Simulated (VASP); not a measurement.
## Cu: relaxation of cell and atoms with PBE

The system is Cu.

```xyz
1
Lattice="0.0000 1.8075 1.8075 1.8075 0.0000 1.8075 1.8075 1.8075 0.0000" Properties=species:S:1:pos:R:3 pbc="T T T"
Cu    0.0000    0.0000    0.0000
```

```json
{
 "Program": "VASP 6.6.1",
 "Task": "relaxation of cell and atoms",
 "Functional": "PBE",
 "Potentials or basis": "VASP PAW PBE potentials, release 64 (Cu)",
 "Cutoff": "600 eV",
 "k mesh": "18 × 18 × 18",
 "Occupations": "methfessel-paxton, width 0.1 eV",
 "Spin": "no spin polarisation",
 "Target pressure": "7.3 GPa",
 "Further INCAR settings": "ALGO = Normal; EDIFF = 1e-06; IBRION = 2; EDIFFG = -0.01; NSW = 90; ISIF = 3"
}
```

* Relaxed volume: 11.46 Å³/atom
* Relaxed cell: a = 2.531 Å, b = 2.531 Å, c = 2.531 Å, α = 60.00°, β = 60.00°, γ = 60.00°
* Space group after relaxing (to 0.05 Å): Fm-3m (No. 225)
* Energy change on relaxing (the enthalpy is what falls): +10.6 meV/atom
* Ionic steps: 3
* Pressure after relaxing: 7.3 GPa
* Band gap on the k mesh: none (metal or under the smearing width)

Step by step:
| step | energy change (eV) | largest force (eV/Å) | pressure (GPa) | volume (Å³) |
| --- | --- | --- | --- | --- |
| 1 | 0.0000 | 0.0000 | 2.58 | 11.81 |
| 2 | 0.0240 | 0.0000 | 11.11 | 11.23 |
| 3 | 0.0106 | 0.0000 | 7.32 | 11.46 |

Final structure:
```
CELL_PARAMETERS angstrom
0.00000 1.78940 1.78940
1.78940 0.00000 1.78940
1.78940 1.78940 0.00000
ATOMIC_POSITIONS crystal
Cu 0.00000 0.00000 0.00000
```

Levels at points of the mesh, in eV from the Fermi level:
```tsv
k point	band 3	band 4	band 5	band 6	band 7	band 8	band 9
(0.00, 0.00, 0.00)	-3.09	-3.09	-2.22	-2.22	22.86	25.75	25.75
(0.50, 0.00, 0.00)	-3.12	-1.63	-1.63	-1.06	3.94	21.34	22.58
(0.50, 0.50, 0.00)	-1.65	-1.48	-1.48	1.51	7.36	13.35	13.35
```

Run time: 17 s on 1 thread of Intel(R) Xeon(R) 6975P-C (Granite Rapids) (shared host), peak memory 0.15 GiB.

Caveat: the cell is relaxed towards a set pressure, so the enthalpy falls and the energy may rise.
